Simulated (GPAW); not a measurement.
Runs of GPAW 26.7.0 on AgBr. It takes space group Fm-3m (No. 225, cubic). Conventional cell: a = 5.740 Å, b = 5.740 Å, c = 5.740 Å, α = 90.00°, β = 90.00°, γ = 90.00°. Around Ag (site symmetry m-3m) lie 6 Br at 2.87 Å. Br (site symmetry m-3m) is surrounded by 6 Ag at 2.87 Å. 

```tsv
task	level	potentials or basis	spin	band path	band points	spin axis theta (degrees)	spin axis phi (degrees)	eigensolver	gap on the mesh (eV)	pressure (GPa)
band structure	RPBE	the program's PAW data sets (release 1.2.1) made for this functional, pw	SOC, no magnetisation	GXWKGLUWLK,UX	60	90	0	-	(a)	5.3
band structure	OLYP	PAW data sets generated in the run's folder for this functional, pw	SOC, no magnetisation	GXWKGLUWLK,UX	60	0	0	davidson	1.17	5.9
band structure	LDA	PAW data sets generated in the run's folder for this functional, pw	off	GXWKGLUWLK,UX	100	-	-	-	(b)	(c)
band structure	rSCAN	GPAW PAW data sets (gpaw-data 1.2.1), pw	SOC, no magnetisation	GXWKGLUWLK,UX	80	0	0	-	1.23	1.3
```

Alike in all rows: cell as given; k mesh 7 × 7 × 7; cutoff (eV) 600; smearing fermi-dirac 0.05 eV.

Fill in the values left out.

(a) 0.81; (b) 0.44; (c) -4.0.

Caveats: spin-orbit coupling was added after a scalar SCF, so levels and gaps hold it while energy, forces, pressure and moments don't (some runs); this program's spin-orbit splittings come out too wide for heavy elements (some runs); the PAW data sets were made with another functional, which shifts forces and pressure a little (some runs).

A k mesh can miss the band edges, and rows without SOC leave out spin-orbit coupling on Ag, Br.

Runs at the PBE level aren't shown here.
